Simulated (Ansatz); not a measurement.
# O: which structure wins at one pressure

Aim: bring O in several structures (fcc, bcc, hcp, sc, omega) to one pressure and rank them by enthalpy. The pressure is set by scaling the first phase. The runs shown use LAPW. Companion runs by PAW are cited.

Method: DFT, PBE, all-electron LAPW, scalar-relativistic, in Ansatz 0.2.0.

1 further run of the same task is left out (it didn't finish).

## Step 1: Starting point

It takes space group Fm-3m (No. 225, cubic). Conventional cell: a = 3.188 Å, b = 3.188 Å, c = 3.188 Å, α = 90.00°, β = 90.00°, γ = 90.00°. Around O (site symmetry m-3m) lie 12 O at 2.25 Å.

As a file:

```
O
1.0
     0.00000    1.59404    1.59404
     1.59404    0.00000    1.59404
     1.59404    1.59404    0.00000
O
1
Direct
  0.00000 0.00000 0.00000
```

## Step 2: Fcc relaxed under pressure, LAPW

The input, input.yaml:

```yaml
crystal:
  lattice:
    - [0.0, 1.5940380642, 1.5940380642]
    - [1.5940380642, 0.0, 1.5940380642]
    - [1.5940380642, 1.5940380642, 0.0]
  atoms:
    - { symbol: O, position: [0.0, 0.0, 0.0] }
kpoints:
  mp_grid: { grid: [19, 19, 19] }
scf:
  occupations: { method: fermi_dirac, width: 0.08 }
hamiltonian:
  xc: pbe
  pseudopotentials: { kind: all_electron, lapw: { basis_error: 0.0005 } }
output:
  forces: true
  stress: true
  eigenvalues: true
relax:
  f_tol: 0.005
  max_steps: 12
  cell: { p_target: -1.5, stress_tol: 0.03 }
```

Run with:

```console
$ ansatz run input.yaml --threads 1 --pin off --max-ram 3584MiB --backend cpu --events-out ev --progress --plain --runs-dir out
```

The runs that follow: Bcc relaxed under pressure, LAPW; Hcp relaxed under pressure, LAPW; Sc relaxed under pressure, LAPW; Omega relaxed under pressure, LAPW.

Q: Predict the outcome of this session. Wanted: pressure; lowest (for each run or level that gives them).

The runs gave:

```
     quantity                         value
     pressure                      -1.5 GPa
lowest (LAPW)  sc, 218.0 meV/atom under hcp
 lowest (PAW)  sc, 216.9 meV/atom under hcp
```

In words: By LAPW the order is sc < hcp < omega < bcc < fcc. By PAW the order is sc < hcp < omega < bcc < fcc. The methods agree on the lowest phase. Only these structures were tried, with electrons smeared by 0.08 eV and without vibrations, so the true ground state may be another. The k meshes differ between phases and weren't tested, which can move differences by some meV. The hcp start ended with c/a = 0.98, far from close packing. Solid oxygen carries moments on its molecules; these runs leave spin out.
